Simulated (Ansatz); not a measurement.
This CaSe structure is the end of a relaxation. The cell was found from a structure generator's guess, not taken from experiment.

All numbers below come from Ansatz 0.2.0, DFT PBE, scalar-relativistic, plane waves, PAW. Cutoff 420 eV, Γ-centred mesh, Gaussian smearing, no spin polarisation.

The sheet is periodic along a and b; c holds vacuum.

```xyz
2
Lattice="4.0293 0.0000 0.0000 0.0000 4.0293 0.0000 0.0000 0.0000 23.8000" Properties=species:S:1:pos:R:3 pbc="T T F"
Ca    2.0147    2.0147    7.0000
Se    0.0000    0.0000    7.0000
```

The zero of energy is the elements' standard structures at the same level; no fitted shifts are applied.

Task: What layer group does it have?

Result: p4/mmm (No. 61). In-plane cell: a = 4.029 Å, b = 4.029 Å, γ = 90.0°, thickness 0.00 Å between the outermost nuclei. Ca at height 0.00 Å has 4 Se at 2.85 Å; Se at height 0.00 Å has 4 Ca at 2.85 Å.

Task: How far does it lie from the elements in energy?

Result: −1.596 eV/atom. Whether it is stable depends on the other phases of the system, which aren't compared here.

Task: Is it a metal?

Result: No, the gap on the 8×8×1 mesh is 2.50 eV.

The last run used an 8×8×1 mesh for its 2-atom cell and Gaussian smearing of 0.02 eV. Kohn–Sham gaps at this level usually fall short of measured ones. The reference form of Se is held partly by dispersion forces, which this level lacks. A structure relaxed within its symmetry needn't be a true minimum.
